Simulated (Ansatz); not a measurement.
**What DFT gives for Mg$_{2}$Si**

```
Si Mg
1.0
     0.00000    3.23271    3.23271
     3.23271    0.00000    3.23271
     3.23271    3.23271    0.00000
Si Mg
1 2
Direct
  0.00000 0.00000 0.00000
  0.25000 0.25000 0.25000
  0.75000 0.75000 0.75000
```

Method: PBE, no spin polarisation; PAW, plane waves to 420 eV, 9×9×9 Γ-centred mesh, fermi-dirac occupations (width 0.1 eV) (Ansatz 0.2.0), atoms fixed.

(1) What do density and ELF say about some of the short contacts?

(2) What is the formation energy?

(3) What is the band gap?

(4) Is the cell too large or too small?

(5) Give the Bader charges.

Origin: a database entry at a rescaled volume.

Results:

(1) Si–Mg at 2.80 Å: least valence density 0.16 e/Å³ and ELF 0.15 there, a closed-shell (ionic or weak) contact. Mg–Mg at 3.23 Å: least valence density 0.09 e/Å³ and ELF 0.36 there. Both are smooth PAW fields, read partly inside the augmentation spheres.

(2) -0.15 eV an atom against the elements' usual phases (free molecules for gases, crystals otherwise, with no correction for O₂ or N₂), so it is bound against them; other compounds may still compete. Relaxing would lower it.

(3) The gap is 0.27 eV, indirect (the least direct gap found is 1.57 eV). A semilocal functional usually gives too small a gap.

(4) The pressure is -2.3 GPa (compression positive), so with the atoms held at these fractions the cell would first shrink.

(5) Bader charges in e: Mg +1.47, Si -2.94. In the mean Mg gives up most and Si takes most.
